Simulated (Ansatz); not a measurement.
# Hf in Ansatz: the effect of functional

Crystal: Hf.

```
Hf
1.0
     0.00000    2.17468    2.17468
     2.17468    0.00000    2.17468
     2.17468    2.17468    0.00000
Hf
1
Direct
  0.00000 0.00000 0.00000
```

This isn't the form of Hf at room conditions, which is hcp.

The cell isn't the ideal one: volume scaled by 0.94.

Alike in all runs:

```yaml
Program: Ansatz 0.2.0
Task: single point
Potentials_or_basis: Ansatz PAW
k_mesh: 10 × 10 × 10
Occupations: fermi-dirac, width 0.05 eV
Spin: no spin polarisation
```

```tsv
functional	cutoff	pressure (GPa)
LDA	420 eV (not typed: the program's choice for these potentials)	?
PBEsol	420 eV (not typed: the program's choice for these potentials)	5.6
r2SCAN	500 eV (not typed: the program's choice for these potentials)	10.0
```

Q: What does the run with functional LDA give?

A: Pressure 1.1 GPa.

Caveats: the PAW data sets come from PBE, with cores solved anew for the run's functional, which leaves a small shift of forces and pressure.
